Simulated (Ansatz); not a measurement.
# As (R-3m) in Ansatz: band structure with PBEsol

Aim: the band structure of As with PBEsol.

All numbers are computed with Ansatz 0.2.0; they aren't measurements. Logs are shortened: lines on timing, memory, paths and dates and some standing lists are left out, and cuts for length are marked.

## Step 1: The structure

Symmetry: R-3m, No. 166, trigonal system. The conventional cell has a = 3.762 Å, b = 3.762 Å, c = 10.542 Å, α = 90.00°, β = 90.00°, γ = 120.00°. As (site symmetry 3m) has 3 As at 2.51 Å as nearest neighbours.

## Step 2: Band structure, PBEsol

The input, input.yaml:

```yaml
crystal:
  lattice:
    - [1.8807968987, 1.0858785957, 3.5140619945]
    - [-1.8807968987, 1.0858785957, 3.5140619945]
    - [0.0, -2.1717571915, 3.5140619945]
  atoms:
    - { symbol: As, position: [0.226, 0.226, 0.226] }
    - { symbol: As, position: [0.774, 0.774, 0.774] }
hamiltonian:
  xc: pbesol
  pseudopotentials: { kind: paw }
kpoints:
  mp_grid: { grid: [9, 9, 9] }
  band_path:
    path:
      - [[0.0, 0.0, 0.0], [0.5, 0.0, 0.0], [0.5, 0.2303245873, -0.2303245873]]
      - [[0.7696754127, 0.5, 0.2303245873], [0.5, 0.5, 0.5], [0.0, 0.0, 0.0], [0.3651622936, 0.0, -0.3651622936]]
      - [[0.6348377064, 0.3651622936, 0.0], [0.5, 0.5, 0.0], [0.6348377064, 0.6348377064, 0.2303245873], [0.5, 0.5, 0.5]]
      - [[0.5, 0.0, 0.0], [0.7696754127, 0.3651622936, 0.3651622936]]
    npoints: 14
scf:
  occupations: { method: fermi_dirac, width: 0.05 }
  n_extra_bands: 6
output:
  forces: true
  stress: true
  eigenvalues: true
  fatbands: true
```

Potentials or basis: Ansatz PAW.

Run with:

```console
$ ansatz run input.yaml --threads 2 --pin off --max-ram 5632MiB --backend cpu --events-out ev --progress --plain --runs-dir out
```

The program printed:

```text
Warning: RAYON_NUM_THREADS=2 ignored (pool sized by the plan → 2); use --threads N
scf.n_extra_bands = 6 over 15 filled bands (N_el = 30.0): the run solves 21 bands
Engine: ansatz 0.2.0, aarch64-unknown-linux-gnu
Pseudopotentials: kind: paw
Pseudopotential: As, paw, valence charge 15, recommended cutoff 420 eV (normal), As.paw.azcp
Functional definition: PBEsol
  exchange = pbesol_x
  correlation = pbesol_c
Crystal: 2 atoms, lattice volume = 43.061 Å³
Basis set: ecut = 420 eV, 845 PW (Γ), exchange–correlation on 60×60×60 points (8 copies of the dense FFT grid, shifted against one another)
Bands: 21, of which v1, the nominal top of the filled ones, is band 15 counted from 1 (14 counted from 0)
Symmetry: 12 space group operations
Space group: R-3m (ITA 166), of the structure as read, at distance tolerance 3.5e-5 Å
k-points: 85 of 729
Non-local potential: As, projectors of the file, l = 0: 2, l = 1: 2, l = 2: 3, l = 3: 1
PAW form: soft (Blöchl's): semilocal exchange-correlation on the pseudo side does not see the compensation charge
PAW frozen core: As, regenerated for the run's functional, and the local potential with it (the file was generated under x = pbe(κ = 0.804, μ = 0.2195149727645171), c = pbe(β = 0.06672455060314922))
PAW one-centre angular grid: As, 590 points (default); XC on 64 Gauss nodes
Initial density: superposition of atomic densities (neutral atoms: chi_scale 0, normalization atom), corrected by the library's trained network
Initial wavefunctions: pseudopotential atomic-orbital guess
Functional: x = pbesol(κ = 0.804, μ = 0.12345679012345678), c = pbesol(β = 0.046)
SCF iter   1: F=—  HF=-9626.038366 eV  |F-HF|=—  |Δ(HF+E_count)|=         —  Δρ=1.96e-3  dr2=1.51e-3  ethr=1.77e-3  ⟨swp⟩=5.8  Hψ=8547  notcnv=0
preconditioner: auto → Kerker (q_TF=auto, 2.569 Å⁻¹)  [metal: Δε(μ)=0.066 eV  Ē_g=12.182 eV  σ=0.050 eV  W_gap=0.31  n_scr=14 (ndim 8)  ℏωp=17.9 eV  f_vac=0.007  D(μ)=0.19/eV (n_scr^D=0)]
SCF iter   2: F=—  HF=-9626.037753 eV  |F-HF|=—  |Δ(HF+E_count)|=   6.14e-4  Δρ=1.27e-3  dr2=6.77e-4  ethr=5.02e-6  ⟨swp⟩=2.2  Hψ=3747  notcnv=0  defer=11
SCF iter   3: F=—  HF=-9626.037792 eV  |F-HF|=—  |Δ(HF+E_count)|=   3.94e-5  Δρ=4.09e-4  dr2=1.08e-4  ethr=2.26e-6  ⟨swp⟩=2.9  Hψ=2946  notcnv=0  defer=11
SCF iter   4: F=—  HF=-9626.037800 eV  |F-HF|=—  |Δ(HF+E_count)|=   8.47e-6  Δρ=1.10e-4  dr2=6.51e-6  ethr=3.60e-7  ⟨swp⟩=2.0  Hψ=2953  notcnv=0  defer=11
SCF iter   5: F=—  HF=-9626.037793 eV  |F-HF|=—  |Δ(HF+E_count)|=   7.13e-6  Δρ=6.29e-5  dr2=9.12e-7  ethr=2.17e-8  ⟨swp⟩=2.0  Hψ=2953  notcnv=0  defer=11
SCF iter   6: F=-9626.037793 eV  HF=-9626.037793 eV  |F-HF|=5.05e-9  |Δ(HF+E_count)|=   7.31e-7  Δρ=1.32e-5  dr2=6.95e-8  ethr=3.33e-10  ⟨swp⟩=5.1  Hψ=7885  notcnv=0
SCF 1 converged in 6 iterations: F = -9626.037793 eV  dr2 = 6.95e-8
NSCF: frozen V_eff on 130 k-points
SCF converged after 6 iterations
Free energy (F): -9626.037793 eV
Harris-Foulkes:  -9626.037793 eV  (|F-HF|=5.05e-9)
Internal energy: -9626.036295 eV  (E = F + TS)
E sigma→0 (E₀):  -9626.037044 eV
Entropy (-TS):   -0.001498 eV (-0.749 meV/atom)
Fermi energy:    10.603282 eV
--- Per-component energies (eV) ---
  E_band       = -471.161797
  E_kinetic    = 205.315692
  E_local      = -3350.353803  (includes V_loc(G=0)·N_el)
  E_nonlocal   = -1336.801521
  E_hartree    = 1852.600014
  E_xc         = -157.518808
  E_vxc        = -158.560932  (∫ρ·V_xc dr)
  E_paw        = -3584.803308  (= ΣΔE_a)
  E_vpaw       = 464.037828  (= ΣTr[D̂ρ^β])
  E_aug_tail   = 0.000015  (compensation charges beyond the density's cutoff)
  E_ewald      = -3256.407433
  E_core_change = 1.932857  (= ΣΔE_core)
  E_smearing   = -0.001498  (= −TS)
  E_closure    = 0.000000  (closes the sum)
  Σ components = -9626.037793   (vs F -9626.037793, Δ=0.00e0)
--- Forces (eV/Å), atoms counted from 1 ---
  atom   1  As     0.00000000    -0.00000000     0.37038293
  atom   2  As    -0.00000000     0.00000000    -0.37038293
  max |Σ_I F_I| component: 6.36e-18 eV/Å
--- Stress (GPa, compression-positive) ---
        0.498745       0.000000      -0.000000
        0.000000       0.498745       0.000000
       -0.000000       0.000000      -0.190867
  P = ⅓ Tr σ = 0.2689 GPa (2.689 kbar)
--- Band table (eV; the first three rows and the last of 85) ---
  k-point 0: bands = ["-25.6948", "-25.6948", "-25.6487", "-25.6487", "-25.6153", "-25.5777", "-25.5777", "-25.5661", "-25.5326", "-25.5326", "-4.4603", "4.8063", "8.1329", "8.5913", "8.5913", "12.1973", "13.5110", "13.5110", "17.4862", "17.4862", "17.9703"]
  k-point 1: bands = ["-25.6935", "-25.6911", "-25.6474", "-25.6460", "-25.6144", "-25.5795", "-25.5781", "-25.5685", "-25.5356", "-25.5342", "-4.2945", "4.2385", "8.1355", "8.4641", "8.5647", "12.4776", "13.2102", "13.3970", "16.5188", "17.2635", "17.3488"]
  k-point 2: bands = ["-25.6902", "-25.6810", "-25.6439", "-25.6383", "-25.6118", "-25.5847", "-25.5802", "-25.5747", "-25.5433", "-25.5387", "-3.8022", "2.8910", "7.8682", "8.1843", "8.9858", "11.9882", "12.7733", "12.9496", "16.4518", "17.0942", "17.9959"]
  k-point 84: bands = ["-25.6835", "-25.6810", "-25.6433", "-25.6419", "-25.6109", "-25.5813", "-25.5798", "-25.5711", "-25.5477", "-25.5460", "-3.0530", "0.7278", "7.1788", "8.4385", "10.2302", "11.6567", "11.9260", "13.7213", "18.1890", "20.4154", "20.6086"]
```

It took 4.3 s on 2 threads of Arm Neoverse V2, shared host; peak memory 0.34 GiB.

What came out:

```yaml
Free_energy: -9626.0378 eV
Pressure: 0.3 GPa
Largest_force: 0.370 eV/Å
Band_gap_on_the_k_mesh: none (metal or under the smearing width)
```

Forces on the atoms (eV/Å):
```
As   0.000  0.000  0.370
As   0.000  0.000 -0.370
```

Stress tensor (GPa, compression positive):
```
 0.50  0.00  0.00
 0.00  0.50  0.00
 0.00  0.00 -0.19
```

Levels at the corners of the path, in eV from the Fermi level:
| point | band 12 | band 13 | band 14 | band 15 | band 16 | band 17 | band 18 | band 19 |
| --- | --- | --- | --- | --- | --- | --- | --- | --- |
| Γ | -5.80 | -2.47 | -2.01 | -2.01 | 1.59 | 2.91 | 2.91 | 6.88 |
| L | -11.10 | -2.85 | -2.79 | -0.37 | -0.35 | 0.36 | 1.42 | 8.89 |
| B1 | -10.60 | -5.90 | -5.38 | -1.36 | 1.26 | 5.20 | 5.41 | 6.83 |
| B | -10.60 | -5.90 | -5.38 | -1.36 | 1.26 | 5.20 | 5.41 | 6.83 |
| Z | -9.96 | -1.76 | -1.76 | -0.66 | 0.79 | 0.79 | 1.87 | 7.93 |
| Γ | -5.80 | -2.47 | -2.01 | -2.01 | 1.59 | 2.91 | 2.91 | 6.88 |
| X | -10.85 | -6.17 | -3.54 | -3.53 | 3.25 | 3.31 | 5.33 | 6.35 |
| Q | -10.85 | -6.17 | -3.54 | -3.53 | 3.25 | 3.31 | 5.33 | 6.35 |
| F | -9.73 | -5.97 | -4.19 | -4.13 | 1.38 | 5.49 | 6.90 | 7.30 |
| P1 | -10.12 | -6.13 | -3.76 | -3.01 | 2.13 | 3.89 | 6.04 | 6.40 |
| Z | -9.96 | -1.76 | -1.76 | -0.66 | 0.79 | 0.79 | 1.87 | 7.93 |
| L | -11.10 | -2.85 | -2.79 | -0.37 | -0.35 | 0.36 | 1.42 | 8.89 |
| P | -10.12 | -6.13 | -3.76 | -3.01 | 2.13 | 3.89 | 6.04 | 6.40 |

Caveat: the PAW data sets come from PBE, with cores solved anew for the run's functional, which leaves a small shift of forces and pressure.

## Step 3: For comparison

An earlier run on the cell as given: functional PBEsol; potentials or basis Ansatz PAW; cutoff 420 eV (not typed: the program's choice for these potentials); k mesh 9 × 9 × 9; occupations fermi-dirac, width 0.05 eV; no spin polarisation.

* Pressure: 0.3 GPa
* Largest force: 0.370 eV/Å
* Band gap on the k mesh: none (metal or under the smearing width)
